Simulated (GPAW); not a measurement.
Wanted: an ASE script for a GPAW 26.7.0 run.

```yaml
Task: relaxation of cell and atoms
Functional: PBEsol
Potentials_or_basis: PAW data sets generated in the run's folder for this functional
Cutoff: 600 eV
Basis: pw
k_mesh: 9 × 9 × 9
Occupations: fermi-dirac, width 0.05 eV
Spin: no spin polarisation
Maxiter: 150
Optimizer: BFGS
Fmax: 0.02 eV/Å
Max_steps: 60
Convergence: density=1e-05 forces=0.0001
```

AlRu:

```
CELL_PARAMETERS angstrom
2.99160 0.00000 0.00000
0.00000 2.99160 0.00000
0.00000 0.00000 2.99160
ATOMIC_POSITIONS crystal
Ru 0.50000 0.50000 0.50000
Al 0.00000 0.00000 0.00000
```

The input as run:

run.py

```python
from ase import Atoms
from ase.filters import FrechetCellFilter
from ase.io import write
from ase.optimize import BFGS
from gpaw import GPAW, PW, setup_paths

setup_paths.insert(0, '.')

atoms = Atoms(['Ru', 'Al'],
              cell=[[2.9916, 0.0, 0.0],
                    [0.0, 2.9916, 0.0],
                    [0.0, 0.0, 2.9916]],
              scaled_positions=[[0.5, 0.5, 0.5],
                                [0.0, 0.0, 0.0]],
              pbc=True)

calc = GPAW(mode=PW(600),
            xc='PBEsol',
            kpts={'size': (9, 9, 9), 'gamma': True},
            occupations={'name': 'fermi-dirac', 'width': 0.05},
            nbands=20,
            convergence={'density': 1e-05, 'forces': 0.0001},
            maxiter=150,
            txt='gpaw.txt')
atoms.calc = calc
opt = BFGS(FrechetCellFilter(atoms), trajectory='relax.traj', logfile='-')
done = opt.run(fmax=0.02, steps=60)
calc.write('gs.gpw')
write('result.traj', atoms)
print('Converged:', done)
print('Cell:', atoms.cell.cellpar().round(4))
print('Volume:', round(atoms.get_volume(), 4))
print(atoms.get_scaled_positions().round(5))
```

Potentials or basis: PAW data sets generated in the run's folder for this functional, pw.

The run is started by

```sh
$ gpaw-setup -f PBEsol Al Ru
$ OMP_NUM_THREADS=1 python run.py
```

It gave:

The relaxed volume is 13.22 Å³/atom, the relaxed cell is a = 2.979 Å, b = 2.979 Å, c = 2.979 Å, α = 90.00°, β = 90.00°, γ = 90.00° and the space group after relaxing (to 0.05 Å) is Pm-3m (No. 221). The energy gained by relaxing is 1.2 meV/atom. The ionic steps are 3, the pressure after relaxing is 0.0 GPa and the band gap on the k mesh is none (metal or under the smearing width).

Caveat: later steps reuse the first step's grids.

Wall time 33 s on 1 thread of Arm Neoverse V2, with other jobs on the host, peak memory 0.17 GiB.
